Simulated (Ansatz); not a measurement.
Runs of Ansatz 0.2.0 on HgSe. It takes space group F-43m (No. 216, cubic). Conventional cell: a = 6.078 Å, b = 6.078 Å, c = 6.078 Å, α = 90.00°, β = 90.00°, γ = 90.00°. Hg (site symmetry -43m) has 4 Se at 2.63 Å as nearest neighbours. Se (site symmetry -43m) is surrounded by 4 Hg at 2.63 Å. 

| task | level | spin | cell | k mesh | points for each segment of the path | mesh quality | gap on the mesh (eV) | pressure (GPa) | relaxed volume (Å³/atom) |
| --- | --- | --- | --- | --- | --- | --- | --- | --- | --- |
| relaxation of cell and atoms | B3LYP | off | relaxed | 4 × 4 × 4 | - | coarse | none | 0.0 | (b) |
| band structure | HSE03 | off | as given | 4 × 4 × 4 | 4 | coarse | none | 3.4 | - |
| relaxation of cell and atoms | revPBE+D3(BJ) | SOC, no magnetisation | relaxed | 6 × 6 × 6 | - | not flagged | - | 0.0 | 28.77 |
| relaxation of cell and atoms | PBEsol+D4 | off | relaxed | 8 × 8 × 8 | - | not flagged | none | 0.0 | (a) |
| relaxation of cell and atoms | revPBE+D4 | off | relaxed | 8 × 8 × 8 | - | not flagged | none | 0.0 | 29.33 |
| relaxation of cell and atoms | PBEsol+D3(BJ) | off | relaxed | 8 × 8 × 8 | - | not flagged | - | 0.0 | 27.93 |
| relaxation of cell and atoms | revPBE+D3(BJ) | off | relaxed | 8 × 8 × 8 | - | not flagged | none | 0.0 | 29.09 |
| relaxation of cell and atoms | PBE | off | relaxed | 8 × 8 × 8 | - | not flagged | - | 0.0 | 30.67 |

Alike in all rows: potentials or basis Ansatz PAW; cutoff (eV) 420; smearing fermi-dirac 0.05 eV.

Estimate the missing entries.

(a) 28.27; (b) 31.57.

Caveats: some runs use coarse meshes; the plane-wave basis is chosen anew once the cell has moved, so the energies of steps on either side of that aren't comparable (some runs); the PAW data sets come from PBE, with cores solved anew for the run's functional, which leaves a small shift of forces and pressure (some runs); pairwise dispersion overbinds metals, which lowers pressure and volume (some runs); the volume moved by +12 % from the deposited cell, more than functionals usually miss (some runs); spin-orbit coupling is left out, which moves the levels of the heavy elements (some runs); the thresholds are loose for stress (some runs).

A k mesh can miss the band edges, and rows without SOC leave out spin-orbit coupling on Hg, Se.

A gap of «none» marks a metal or a gap under the smearing width.
